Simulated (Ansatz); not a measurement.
CdS: strain and displacement

```
CELL_PARAMETERS angstrom
0.00000 2.91000 2.91000
2.91000 0.00000 2.91000
2.91000 2.91000 0.00000
ATOMIC_POSITIONS crystal
Cd 0.00000 0.00000 0.00000
S 0.75000 0.75000 0.75000
```

Atom numbers follow the list: Cd1, S2.

The cell is COD entry 1011260, as deposited and not checked against the literature; nothing was relaxed. It is an old determination, and later ones may differ.

All numbers below come from DFT, PBE, all-electron PAW with datasets made for the crystal, scalar-relativistic in Ansatz 0.2.0.

Numerical set-up: a Γ-centred 9×9×9 k mesh, Fermi–Dirac smearing of 0.03 eV, cutoff 260 eV (chosen by the program for this cell), no spin polarisation.

The unchanged cell is at 3.33 GPa, so energy changes include a term −P ΔV where the volume moves.

Semilocal functionals give too small gaps.

x, y and z are the Cartesian axes of the cell as listed; fractional coordinates follow a strain, and an engineering shear is twice the off-diagonal strain component.

Vzz stands for the principal value of largest size of the field-gradient tensor, whatever its axis.

No spin–orbit coupling: at heavy atoms the gradients can be off by tens of per cent for that reason.

Question: With this change (x and y strained by -1.5 %, z held), what becomes of the energy and stress and field gradients and gap?

Answer: Energy change +20 meV/atom; stress change (xx, yy, zz, yz, xz, xy) 2.26, 2.26, 2.05, 0.00, 0.00, 0.00 GPa, compression positive; Vzz in 10²¹ V/m²: Cd1 0 → -0.52 (η = 0.00), S2 0 → 0.30 (η = 0.00); gap on the k mesh 1.16 → 1.21 eV.

Question: With this change (z strained by +2 % at fixed volume), what becomes of the energy and stress and field gradients?

Answer: Energy change under 1 meV/atom; stress change (xx, yy, zz, yz, xz, xy) 0.15, 0.15, -0.37, 0.00, 0.00, 0.00 GPa, compression positive; Vzz in 10²¹ V/m²: Cd1 0 → -0.99 (η = 0.00), S2 0 → 0.60 (η = 0.00).

Question: With this change (atom 1 (Cd) moved by (0.0173, 0.0173, 0.0173) Å), what becomes of the energy and stress and forces and field gradients and gap?

Answer: Energy change +1 meV/atom; stress change (xx, yy, zz, yz, xz, xy) 0.02, 0.02, 0.02, -0.39, -0.39, -0.39 GPa, compression positive; change of the force on Cd1 (-0.085, -0.085, -0.085) eV/Å; Vzz in 10²¹ V/m²: Cd1 0 → 1.49 (η = 0.00), S2 0 → -0.39 (η = 0.00); gap on the k mesh 1.16 → 1.15 eV.

Question: What force constant does this one finite step give for Cd1 along its displacement (all its periodic images move with it)?

Answer: k = −ΔF·u/|u|² = 4.89 eV/Å², so the force pulls the atom back.
